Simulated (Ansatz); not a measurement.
# NiSb (Breithauptite) (P6_3/mmc) in Ansatz: notebook

One crystal, NiSb (Breithauptite), is run at these levels: LDA, r2SCAN; tasks: relaxation of cell and atoms.

Program: Ansatz 0.2.0. These are calculated values, not measurements. Logs are shortened: lines on timing, memory, paths and dates and some standing lists are left out, and cuts for length are marked.

## (1) The structure

Symmetry: P6_3/mmc, No. 194, hexagonal system. Conventional cell: a = 3.928 Å, b = 3.928 Å, c = 5.120 Å, α = 90.00°, β = 90.00°, γ = 120.00°. Around Sb (site symmetry -6m2) lie 6 Ni at 2.60 Å. Around Ni (site symmetry -3m) lie 2 Ni at 2.56 Å and 6 Sb at 2.60 Å.

## (2) Relaxation of cell and atoms, LDA, collinear spin, ferromagnetic start, target pressure 20 GPa, at which the enthalpy is minimised

Input file input.yaml:

```yaml
crystal:
  lattice:
    - [3.928, 0.0, 0.0]
    - [-1.964, 3.4017477861, 0.0]
    - [0.0, 0.0, 5.12]
  atoms:
    - { symbol: Sb, position: [0.6666666667, 0.3333333333, 0.75] }
    - { symbol: Sb, position: [0.3333333333, 0.6666666667, 0.25] }
    - { symbol: Ni, position: [0.0, 0.0, 0.5], spin: 1.0 }
    - { symbol: Ni, position: [0.0, 0.0, 0.0], spin: 1.0 }
hamiltonian:
  xc: lda
  pseudopotentials: { kind: paw }
magnetization:
  spin_polarized: true
kpoints:
  mp_grid: { grid: [6, 6, 4] }
scf:
  occupations: { method: fermi_dirac, width: 0.05 }
output:
  forces: true
  stress: true
  eigenvalues: true
relax:
  f_tol: 0.01
  max_steps: 40
  cell: { stress_tol: 0.05, p_target: 20.0 }
```

Potentials or basis: Ansatz PAW.

Command:

```
> ansatz run input.yaml --threads 2 --pin off --max-ram 5632MiB --backend cpu --events-out ev --progress --plain --runs-dir out
```

The program printed:

```text
Warning: RAYON_NUM_THREADS=2 ignored (pool sized by the plan → 2); use --threads N
Engine: ansatz 0.2.0, aarch64-unknown-linux-gnu
Pseudopotentials: kind: paw
Pseudopotential: Sb, paw, valence charge 15, recommended cutoff 420 eV (normal), Sb.paw.azcp
Pseudopotential: Ni, paw, valence charge 18, recommended cutoff 420 eV (normal), Ni.paw.azcp
Functional definition: SPW92
  exchange = slater_x
  correlation = pw_c
Crystal: 4 atoms, lattice volume = 68.414 Å³
Basis set: ecut = 420 eV, 1385 PW (Γ)
Bands: 41, of which v1, the nominal top of the filled ones, is band 33 counted from 1 (32 counted from 0)
Symmetry: 24 space group operations
Space group: P63/mmc (ITA 194), of the structure as read, at distance tolerance 4.1e-5 Å
Magnetic group: BNS 194.263 (UNI 1493), of the structure as read, at distance tolerance 4.1e-5 Å
k-points: 21 of 144
Non-local potential: Sb, projectors of the file, l = 0: 2, l = 1: 2, l = 2: 2, l = 3: 2
Non-local potential: Ni, projectors of the file, l = 0: 3, l = 1: 2, l = 2: 3, l = 3: 1
PAW form: soft (Blöchl's): semilocal exchange-correlation on the pseudo side does not see the compensation charge
PAW frozen core: Sb, regenerated for the run's functional, and the local potential with it (the file was generated under x = pbe(κ = 0.804, μ = 0.2195149727645171), c = pbe(β = 0.06672455060314922))
PAW frozen core: Ni, regenerated for the run's functional, and the local potential with it (the file was generated under x = pbe(κ = 0.804, μ = 0.2195149727645171), c = pbe(β = 0.06672455060314922))
PAW one-centre angular grid: Sb, 590 points (default); XC on 64 Gauss nodes
PAW one-centre angular grid: Ni, 590 points (default); XC on 64 Gauss nodes
Initial density: superposition of atomic densities (chi_scale 0.1, normalization cell)
Starting moments: Σ|m| = 2 μB on 2 of 4 sites
Initial wavefunctions: pseudopotential atomic-orbital guess
Functional: x = slater, c = lda
iter 1 solved again at ethr=1.87e-3 eV; its pass at ethr=3.10e-3 eV (dr2=1.24e0 eV) is discarded
SCF iter   1: F=—  HF=-24215.301861 eV  |F-HF|=—  |Δ(HF+E_count)|=         —  Δρ=3.74e-2 (↑2.61e-2 ↓3.74e-2)  dr2=1.24e0  dr2_m=4.50e-1  M=1.082 μB ∫|m|=1.293 μB  β_m=0.30  ethr=1.87e-3  ⟨swp⟩=1.0  Hψ=8821  notcnv=0
Mixer restart at iter 1: flushing history
preconditioner: auto → Kerker (q_TF=auto, 2.712 Å⁻¹)  [metal: Δε(μ)=0.051 eV  Ē_g=18.058 eV  σ=0.050 eV  W_gap=0.25  n_scr=22 (ndim 8)  ℏωp=31.7 eV  f_vac=0.000  D(μ)=1.69/eV (n_scr^D=8)]
spin=Collinear: Kerker preconditioning applied to the charge; magnetization (m = ρ↑ − ρ↓) channel mixes plain (no charge-response kernel on spin).
SCF iter   2: F=—  HF=-24216.705451 eV  |F-HF|=—  |Δ(HF+E_count)|=    1.40e0  Δρ=4.37e-2 (↑1.62e-2 ↓4.37e-2)  dr2=1.69e0  dr2_m=4.32e-1  M=0.954 μB ∫|m|=1.101 μB  β_m=0.65  ethr=1.87e-3  ⟨swp⟩=2.0  Hψ=2042  notcnv=0  defer=1
SCF iter   3: F=—  HF=-24218.916530 eV  |F-HF|=—  |Δ(HF+E_count)|=    2.21e0  Δρ=3.82e-2 (↑1.57e-2 ↓3.82e-2)  dr2=1.26e0  dr2_m=3.85e-1  M=0.659 μB ∫|m|=0.788 μB  β_m=0.14  ethr=1.87e-3  ⟨swp⟩=2.8  Hψ=2661  notcnv=0  defer=27
SCF iter   4: F=—  HF=-24219.265016 eV  |F-HF|=—  |Δ(HF+E_count)|=   3.48e-1  Δρ=2.35e-2 (↑2.35e-2 ↓1.93e-2)  dr2=4.14e-1  dr2_m=2.28e-1  M=0.596 μB ∫|m|=0.693 μB  β_m=0.56  ethr=1.87e-3  ⟨swp⟩=2.0  Hψ=2285  notcnv=0  defer=87
SCF iter   5: F=—  HF=-24219.462007 eV  |F-HF|=—  |Δ(HF+E_count)|=   1.97e-1  Δρ=2.04e-2 (↑2.04e-2 ↓1.34e-2)  dr2=4.41e-1  dr2_m=1.35e-2  M=0.065 μB ∫|m|=0.080 μB  β_m=0.80  ethr=6.27e-4  ⟨swp⟩=3.5  Hψ=2932  notcnv=0  defer=87
SCF iter   6: F=—  HF=-24219.616501 eV  |F-HF|=—  |Δ(HF+E_count)|=   1.54e-1  Δρ=1.35e-2 (↑1.35e-2 ↓1.17e-2)  dr2=3.22e-1  dr2_m=8.68e-4  M=0.001 μB ∫|m|=0.012 μB  β_m=0.89  ethr=6.27e-4  ⟨swp⟩=2.0  Hψ=2288  notcnv=0  defer=85
SCF iter   7: F=—  HF=-24219.627866 eV  |F-HF|=—  |Δ(HF+E_count)|=         —  Δρ=1.55e-3 (↑1.25e-3 ↓1.55e-3)  dr2=2.45e-3  dr2_m=3.22e-5  M=0.002 μB ∫|m|=0.004 μB  β_m=0.89  ethr=4.88e-4  ⟨swp⟩=2.1  Hψ=2438  notcnv=0  defer=85
Mixer restart at iter 7: flushing history
SCF iter   8: F=—  HF=-24219.627981 eV  |F-HF|=—  |Δ(HF+E_count)|=   1.15e-4  Δρ=1.05e-3 (↑1.05e-3 ↓9.19e-4)  dr2=2.26e-3  dr2_m=4.40e-6  M=0.001 μB ∫|m|=0.001 μB  β_m=0.79  ethr=3.71e-6  ⟨swp⟩=2.1  Hψ=3543  notcnv=0  defer=82
SCF iter   9: F=—  HF=-24219.627897 eV  |F-HF|=—  |Δ(HF+E_count)|=   8.37e-5  Δρ=1.49e-3 (↑1.40e-3 ↓1.49e-3)  dr2=2.98e-3  dr2_m=1.85e-6  M=0.000 μB ∫|m|=0.001 μB  β_m=0.62  ethr=3.43e-6  ⟨swp⟩=2.0  Hψ=3275  notcnv=0  defer=82
SCF iter  10: F=—  HF=-24219.627287 eV  |F-HF|=—  |Δ(HF+E_count)|=   6.10e-4  Δρ=1.12e-4 (↑8.28e-5 ↓1.12e-4)  dr2=1.88e-5  dr2_m=2.42e-7  M=-0.000 μB ∫|m|=0.000 μB  β_m=0.81  ethr=3.43e-6  ⟨swp⟩=2.0  Hψ=2296  notcnv=0  defer=82
[... 78 lines left out ...]
the starting moments were not kept: the SCF closed with an absolute magnetisation of 4.3e-10 μB, where they sum to 2 μB in size (2 sites). That is at most 0.1 of that sum. Measured as dr2_m measures the in/out step, that magnetisation stands 8.1e-20 eV from none, at or under the dr2_threshold of 4.0e-11 eV: it is no larger than a step whose dr2_m would equal this threshold.
SCF 5 converged in 11 iterations: F = -24219.295667 eV  dr2 = 7.52e-12
relax step   5: F+E_penalty+E_count = -24219.29566739 eV  Δ(F+E_penalty+E_count) = +5.150e-3 eV  max|allowed force component| = 1.272e-16 eV/Å  Δτ_max = 0.0000 Å  P = +19.995 GPa  Ω = 58.825 Å³  stress off target by 1.10e-2 GPa  SCF on the basis re-selected at this cell (its energy is not comparable with the rows above)  (11 SCF iters)
basis re-selected at this cell: Δ(F+E_penalty+E_count) = +5.150e-3 eV, ΔP = +0.002 GPa vs the last step (what re-selecting the basis moved, of the pressure what is left beyond the Pulay correction that the steps carried, after the strain that the cell walked since its last selection, with what the two solves' SCF thresholds leave and, on support functions, any second-order correction that the steps lacked; it is no measure of the basis error at this ecutwfc). The dense FFT grid was sized anew with the basis: this SCF ran on 25×25×36 points, the steps before it on 27×27×36, so part of this shift can come from that change (see relax.cell in the input reference). This SCF's stress stands 1.10e-2 GPa from its target on what of the cell is left free (relax.cell.stress_tol is 5.00e-2 GPa) and its largest allowed force component is 1.27e-16 eV/Å (relax.f_tol is 1.00e-2 eV/Å): within both
SCF converged after 11 iterations
Magnetization: 0.0000 μB (33.0000 up, 33.0000 down)
Absolute magnetization: 0.0000 μB (∫|ρ↑−ρ↓|, with the PAW one-centre terms)
Spin contamination: 0.0000 ħ² per cell (⟨S²⟩ above its minimum at these occupations)
Per-site moments (μB) at R_I (Å): [(1.8824649106073998e-11, 1.021444461799069), (1.882440063249034e-11, 1.0214444617990692), (1.008221130895143e-10, 1.004323441261197), (1.0082186798619344e-10, 1.004323441261197)]
Free energy (F): -24219.295667 eV
Harris-Foulkes:  -24219.295667 eV  (|F-HF|=1.46e-11)
Internal energy: -24219.273571 eV  (E = F + TS)
E sigma→0 (E₀):  -24219.284619 eV
Entropy (-TS):   -0.022096 eV (-5.524 meV/atom)
Fermi energy:    18.305350 eV
--- Per-component energies (eV) ---
  E_band       = -690.883648
  E_kinetic    = 1006.927899
  E_local      = -10403.397025  (includes V_loc(G=0)·N_el)
  E_nonlocal   = 2022.863578
  E_hartree    = 4586.292821
  E_xc         = -453.784305
  E_vxc        = -425.466085  (∫ρ·V_xc dr)
  E_paw        = -11992.437781  (= ΣΔE_a)
  E_vpaw       = -2064.398886  (= ΣTr[D̂ρ^β])
  E_aug_tail   = 0.000919  (compensation charges beyond the density's cutoff)
  E_ewald      = -8987.725564
  E_core_change = 1.985888  (= ΣΔE_core)
  E_smearing   = -0.022096  (= −TS)
  E_closure    = -0.000000  (closes the sum)
  Σ components = -24219.295667   (vs F -24219.295667, Δ=0.00e0)
--- Forces (eV/Å), atoms counted from 1 ---
  atom   1  Sb    -0.00000000     0.00000000    -0.00000000
  atom   2  Sb     0.00000000    -0.00000000     0.00000000
  atom   3  Ni    -0.00000000    -0.00000000     0.00000000
  atom   4  Ni     0.00000000     0.00000000     0.00000000
  max |Σ_I F_I| component: 1.39e-17 eV/Å
--- Stress (GPa, compression-positive) ---
       19.988956      -0.000000      -0.000000
       -0.000000      19.988956      -0.000000
       -0.000000      -0.000000      20.005724
  P = ⅓ Tr σ = 19.9945 GPa (199.945 kbar)
--- Band table (eV; the first three rows and the last of 42) ---
  k-point 0 ↑: bands = ["-84.7110", "-84.6947", "-45.6059", "-45.6059", "-45.5902", "-45.5902", "-45.5779", "-45.4198", "-11.1864", "-11.1864", "-11.1431", "-11.1134", "-11.1134", "-11.1115", "-11.1115", "-11.1099", "-11.0786", "-11.0786", "3.7848", "9.3570", "10.8861", "13.3821", "13.3821", "14.2045", "14.9159", "14.9159", "15.5101", "15.5101", "16.4863", "16.4863", "18.1612", "18.8793", "18.8793", "21.1213", "21.1213", "21.5305", "22.9499", "24.7208", "25.1004", "25.1004", "26.6553"]
  k-point 1 ↑: bands = ["-84.7086", "-84.6971", "-45.6036", "-45.6036", "-45.5925", "-45.5925", "-45.5549", "-45.4431", "-11.1801", "-11.1801", "-11.1377", "-11.1308", "-11.1308", "-11.1141", "-11.1024", "-11.1024", "-11.0768", "-11.0768", "4.1941", "7.3612", "13.1626", "13.6297", "13.6297", "14.4457", "15.0843", "15.0843", "15.1230", "15.1230", "16.0872", "16.0872", "17.9614", "19.5836", "19.5836", "21.0719", "21.0719", "21.4562", "22.1507", "24.5208", "24.5208", "24.8838", "25.4093"]
  k-point 2 ↑: bands = ["-84.7028", "-84.7028", "-45.5981", "-45.5981", "-45.5981", "-45.5981", "-45.4992", "-45.4992", "-11.1598", "-11.1598", "-11.1598", "-11.1598", "-11.1253", "-11.1253", "-11.0854", "-11.0854", "-11.0854", "-11.0854", "5.4078", "5.4078", "14.3004", "14.3004", "14.3004", "14.3004", "14.7254", "14.7254", "15.5244", "15.5244", "15.5244", "15.5244", "18.8927", "18.8927", "20.6390", "20.6390", "20.6390", "20.6390", "23.8810", "23.8810", "24.2911", "24.2911", "24.2911"]
  k-point 20 ↓: bands = ["-84.7028", "-84.7028", "-45.5991", "-45.5991", "-45.5986", "-45.5986", "-45.4990", "-45.4990", "-11.1657", "-11.1657", "-11.1413", "-11.1413", "-11.0967", "-11.0967", "-11.0958", "-11.0958", "-11.0820", "-11.0820", "7.9379", "7.9379", "11.5406", "11.5406", "12.3446", "12.3446", "14.7553", "14.7553", "15.5690", "15.5690", "15.6122", "15.6122", "16.4318", "16.4318", "16.5571", "16.5571", "23.2373", "23.2373", "26.5281", "26.5281", "27.1199", "27.1199", "27.5019"]
--- Relaxed structure (4 steps of the walk, 4 accepted, 1 SCFs on fresh bases) ---
  F+E_penalty+E_count = -24219.29566739 eV   max|allowed force component| = 1.272e-16 eV/Å   (the final SCF, on the basis selected at the relaxed cell)
  cell:  # Å, volume = 58.8248 Å³
    - [3.7348656317225783, -1.3101925555087407e-34, -2.219620329332455e-33]
    - [-1.8674328158612892, 3.234488516793169, -6.175202178514533e-18]
    - [-2.8931914679542172e-33, -9.294350181793974e-18, 4.869446987933077]
  atoms:
    - { symbol: Sb, position: [0.6666666666666669, 0.3333333333333333, 0.75] }
    - { symbol: Sb, position: [0.33333333333333337, 0.6666666666666669, 0.25] }
    - { symbol: Ni, position: [0.0, 0.0, 0.5] }
    - { symbol: Ni, position: [2.1120320816654736e-34, 5.237707445495742e-35, 4.3101459530150544e-36] }
```

It took 19 s on 2 threads of Arm Neoverse V2, shared host; peak memory 0.42 GiB.

What came out:

* Free energy: -24219.2957 eV
* Relaxed volume: 14.71 Å³/atom
* Relaxed cell: a = 3.735 Å, b = 3.735 Å, c = 4.869 Å, α = 90.00°, β = 90.00°, γ = 120.00°
* Space group after relaxing (to 0.05 Å): P6_3/mmc (No. 194)
* Energy change on relaxing (the enthalpy is what falls): +82.9 meV/atom
* Ionic steps: 5
* Pressure after relaxing: 20.0 GPa
* Band gap on the k mesh: none (metal or under the smearing width)
* Net moment: 0.00 μB per cell
* Absolute moment: 0.00 μB per cell

Step by step:
```csv
step,energy change (eV),largest force (eV/Å),volume (Å³)
1,0.0000,0.0000,68.41
2,0.2645,0.0000,59.36
3,0.3463,0.0000,58.67
4,0.3265,0.0000,58.82
5,0.3316,0.0000,58.82
```

Final structure:
```
Sb Ni
1.0
     3.73487    0.00000    0.00000
    -1.86743    3.23449    0.00000
     0.00000    0.00000    4.86945
Sb Ni
2 2
Cartesian
  1.8674 1.0782 3.6521
  0.0000 2.1563 1.2174
  0.0000 0.0000 2.4347
  0.0000 0.0000 0.0000
```

Caveat: the plane-wave basis is chosen anew once the cell has moved, so the energies of steps on either side of that aren't comparable; the PAW data sets come from PBE, with cores solved anew for the run's functional, which leaves a small shift of forces and pressure; the starting moments weren't kept.

## (3) Relaxation of cell and atoms, r2SCAN, collinear spin, ferromagnetic start

Changes to input.yaml since step 2:

```diff
@@ -11,3 +11,3 @@
 hamiltonian:
-  xc: lda
+  xc: r2scan
   pseudopotentials: { kind: paw }
@@ -26,2 +26,2 @@
   max_steps: 40
-  cell: { stress_tol: 0.05, p_target: 20.0 }
+  cell: { stress_tol: 0.05 }
```

Potentials or basis: Ansatz PAW.

Command:

```
> ansatz run input.yaml --threads 2 --pin off --max-ram 5632MiB --backend cpu --events-out ev --progress --plain --runs-dir out
```

It took 46 s on 2 threads of Arm Neoverse V2, shared host; peak memory 0.61 GiB.

Results (log left out):

| Property | Result |
| --- | --- |
| Free energy | -24689.8349 eV |
| Relaxed volume | 17.16 Å³/atom |
| Relaxed cell | a = 3.925 Å, b = 3.925 Å, c = 5.145 Å, α = 90.00°, β = 90.00°, γ = 120.00° |
| Space group after relaxing (to 0.05 Å) | P6_3/mmc (No. 194) |
| Energy gained by relaxing | 0.2 meV/atom |
| Ionic steps | 4 |
| Pressure after relaxing | 0.0 GPa |
| Band gap on the k mesh | none (metal or under the smearing width) |
| Net moment | 0.00 μB per cell |
| Absolute moment | 0.00 μB per cell |

The path:
```tsv
step	energy change (eV)	largest force (eV/Å)	volume (Å³)
1	0.0000	0.0000	68.41
2	-0.0007	0.0000	68.64
3	-0.0008	0.0000	68.63
4	-0.0009	0.0000	68.63
```

Final structure:
```
Sb Ni
1.0
     3.92486    0.00000    0.00000
    -1.96243    3.39903    0.00000
     0.00000    0.00000    5.14459
Sb Ni
2 2
Direct
  0.66667 0.33333 0.75000
  0.33333 0.66667 0.25000
  0.00000 0.00000 0.50000
  0.00000 0.00000 0.00000
```

Levels at points of the mesh, in eV from the Fermi level:
Spin up:
```csv
k point,band 30,band 31,band 32,band 33,band 34,band 35,band 36,band 37
"(0.00, 0.00, 0.00)",-1.50,-0.19,0.48,0.48,2.50,2.50,3.51,4.17
"(0.00, 0.00, -0.50)",-2.33,0.25,0.25,2.07,2.07,2.07,2.07,5.50
"(0.00, -0.50, 0.00)",-2.03,-1.77,-1.59,-1.50,-0.34,1.06,3.62,4.06
"(0.00, -0.50, -0.50)",-2.14,-2.04,-2.04,0.10,0.10,1.75,1.75,5.41
```
Spin down:
| k point | band 31 | band 32 | band 33 | band 34 | band 35 | band 36 |
| --- | --- | --- | --- | --- | --- | --- |
| (0.00, 0.00, 0.00) | -0.19 | 0.48 | 0.48 | 2.50 | 2.50 | 3.51 |
| (0.00, 0.00, -0.50) | 0.25 | 0.25 | 2.07 | 2.07 | 2.07 | 2.07 |
| (0.00, -0.50, 0.00) | -1.77 | -1.59 | -1.50 | -0.34 | 1.06 | 3.62 |
| (0.00, -0.50, -0.50) | -2.04 | -2.04 | 0.10 | 0.10 | 1.75 | 1.75 |

Caveat: the magnetic or orbital state may not be the lowest; the plane-wave basis is chosen anew once the cell has moved, so the energies of steps on either side of that aren't comparable; the PAW data sets come from PBE, with cores solved anew for the run's functional, which leaves a small shift of forces and pressure; the starting moments weren't kept. Zero-point motion and thermal expansion aren't in these numbers.
